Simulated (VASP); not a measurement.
A run of VASP 6.6.1 is set up as follows.

The input INCAR:

```
SYSTEM = GaP
PREC     = Accurate       ! precision mode
ENCUT    = 600            ! plane-wave cutoff, eV
EDIFF    = 1E-7           ! SCF threshold, eV
ISMEAR   = -1             ! smearing method
SIGMA    = 0.05           ! smearing width, eV
LREAL    = .FALSE.        ! projectors in reciprocal space
LASPH    = .TRUE.         ! aspherical terms in the spheres
NELM     = 80             ! most SCF steps
ALGO     = Normal         ! electronic algorithm
ISIF     = 3              ! what is computed and relaxed
LWAVE    = .FALSE.        ! write WAVECAR
LCHARG   = .FALSE.        ! write CHGCAR
GGA      = B5             ! functional
ALDAX    = 1.0          
AGGAX    = 1.0          
AGGAC    = 1.0          
ALDAC    = 0.0          
IBRION   = 2              ! ionic algorithm
NSW      = 40             ! ionic steps
EDIFFG   = -0.01          ! ionic threshold
```

KPOINTS

```
regular mesh
0
G
  8 8 8
  0 0 0
```

POSCAR

```
GaP
1.0
    0.0000000000      2.7252500000      2.7252500000
    2.7252500000      0.0000000000      2.7252500000
    2.7252500000      2.7252500000      0.0000000000
Ga P
1 1
Direct
    0.0000000000      0.0000000000      0.0000000000
    0.7500000000      0.7500000000      0.7500000000
```

Potentials or basis: VASP PAW PBE potentials, release 64 (Ga_d, P).

Command:

```console
$ cat potpaw_PBE.64/Ga_d/POTCAR potpaw_PBE.64/P/POTCAR > POTCAR
$ mpirun -np 1 vasp_std > vasp.out
```

Question: Estimate the space group after relaxing (to 0.05 Å).

Answer: F-43m (No. 216).

Question: Predict the band gap on the k mesh.

Answer: 1.05 eV, direct.

Question: Estimate the relaxed cell.

Answer: a = 3.961 Å, b = 3.961 Å, c = 3.961 Å, α = 60.00°, β = 60.00°, γ = 60.00°.

Question: Estimate the relaxed volume.

Answer: 21.97 Å³/atom.

Step by step:
```tsv
step	energy change (eV)	largest force (eV/Å)	pressure (GPa)	volume (Å³)
1	0.0000	0.0000	6.42	40.48
2	-0.0548	0.0000	-2.01	45.42
3	-0.0643	0.0000	-0.01	43.93
```

Caveat: the PAW data sets were made with another functional, which shifts forces and pressure a little. BLYP gives volumes clearly too large for solids.
